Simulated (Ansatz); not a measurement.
Crystal: GaP.

```xyz
2
Lattice="0.0000 2.7252 2.7252 2.7252 0.0000 2.7252 2.7252 2.7252 0.0000" Properties=species:S:1:pos:R:3 pbc="T T T"
Ga    0.0000    0.0000    0.0000
P     4.0879    4.0879    4.0879
```

Base run:

- Program: Ansatz 0.2.0
- Functional: B3LYP
- Potentials or basis: Ansatz PAW
- Cutoff: 420 eV (not typed: the program's choice for these potentials)
- k mesh: 5 × 5 × 5
- Occupations: fermi-dirac, width 0.05 eV
- Spin: no spin polarisation

Its results: band gap on the k mesh 2.82 eV, indirect (least direct gap 3.02 eV); pressure 3.9 GPa.

**Question.** The run is repeated on the same cell with these changes: functional from B3LYP to r2SCANh; cutoff from 420 eV (not typed: the program's choice for these potentials) to 500 eV (not typed: the program's choice for these potentials). What comes out?

**Answer.** Band gap on the k mesh 2.34 eV, indirect (least direct gap 2.92 eV); pressure -0.2 GPa.

Caveats: the PAW data sets come from PBE, with cores solved anew for the run's functional, which leaves a small shift of forces and pressure; the thresholds are loose for stress.

A k mesh can miss the band edges.
